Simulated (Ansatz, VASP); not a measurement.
One calculation of La, two programs

File INCAR:

```
SYSTEM = La
PREC     = Accurate       ! precision mode
ENCUT    = 520            ! plane-wave cutoff, eV
EDIFF    = 1E-6           ! SCF threshold, eV
ISMEAR   = -1             ! smearing method
SIGMA    = 0.08           ! smearing width, eV
LREAL    = .FALSE.        ! projectors in reciprocal space
LASPH    = .TRUE.         ! aspherical terms in the spheres
NELM     = 80             ! most SCF steps
ALGO     = Normal         ! electronic algorithm
ISIF     = 2              ! what is computed and relaxed
LWAVE    = .FALSE.        ! write WAVECAR
LCHARG   = .FALSE.        ! write CHGCAR
NBANDS   = 12             ! bands
```

KPOINTS

```
regular mesh
0
G
  15 15 15
  0 0 0
```

Contents of POSCAR:

```
La
1.0
   -1.9164190575      1.9164190575      1.9164190575
    1.9164190575     -1.9164190575      1.9164190575
    1.9164190575      1.9164190575     -1.9164190575
La
1
Direct
    0.0000000000      0.0000000000      0.0000000000
```

Input for Ansatz:

```yaml
crystal:
  lattice:
    - [-1.9164190575, 1.9164190575, 1.9164190575]
    - [1.9164190575, -1.9164190575, 1.9164190575]
    - [1.9164190575, 1.9164190575, -1.9164190575]
  atoms:
    - { symbol: La, position: [0.0, 0.0, 0.0] }
kpoints:
  mp_grid: { grid: [15, 15, 15] }
scf:
  occupations: { method: fermi_dirac, width: 0.08 }
hamiltonian:
  xc: lda
  pseudopotentials: { kind: all_electron, lapw: { basis_error: 0.001 } }
output:
  forces: true
  stress: true
  eigenvalues: true
  populations: true
```

Change from the starting cell: volume scaled by 0.85, LAPW.

Alike in both runs: task single point; functional LDA; k mesh 15 × 15 × 15; occupations fermi-dirac, width 0.08 eV; no spin polarisation.

```csv
,VASP,Ansatz
version,VASP 6.6.1,Ansatz 0.2.0
potentials or method,"VASP PAW LDA potentials, release 64 (La)","all-electron LAPW, scalar-relativistic"
plane-wave cutoff (eV),520,see its input
```

Ansatz gave:

| Item | Value |
| --- | --- |
| pressure (GPa) | 5.8 |

Estimate VASP's values.

pressure (GPa): 5.6.

Ansatz ran all-electron here, so the differences hold the error of VASP's frozen core and of both bases.

Spin-orbit coupling is left out, which matters for the levels of La.
